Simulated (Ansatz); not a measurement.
# Nb: computed properties

Computed with DFT r2SCAN, scalar-relativistic, plane waves, PAW (Ansatz).

Cutoff 500 eV; k points 18×18×18 on the computed 1-atom cell (Γ-centred); Gaussian smearing, width 0.10 eV; no spin polarisation.

The structure is relaxed at this level of theory with its symmetry kept.

```cif
data_structure
_symmetry_space_group_name_H-M 'Im-3m'
_symmetry_Int_Tables_number 229
_cell_length_a 3.3046
_cell_length_b 3.3046
_cell_length_c 3.3046
_cell_angle_alpha 90.000
_cell_angle_beta 90.000
_cell_angle_gamma 90.000
_cell_volume 36.09
loop_
_atom_site_label
_atom_site_type_symbol
_atom_site_symmetry_multiplicity
_atom_site_Wyckoff_symbol
_atom_site_fract_x
_atom_site_fract_y
_atom_site_fract_z
_atom_site_occupancy
Nb1 Nb 2 a 0.00000 0.00000 0.00000 1
```

Task: Formation energy from the elements' standard states (uncorrected)?

Result: +0.001 eV/atom.

Task: Density of states at the Fermi level?

Result: 1.41 states/eV per cell.

Task: Löwdin character within 0.5 eV of the Fermi level?

Result: Nb 4d 85 %, Nb 5s 9 %.

Task: Bulk modulus?

Result: 173 GPa.

Task: Its pressure derivative?

Result: 3.1.

Task: Bader charges (e)?

Result: Nb (1 in the cell) 0.00.

Cost: 6 runs of about 1.1 core-minutes in all, on Arm Neoverse V2 (shared hosts).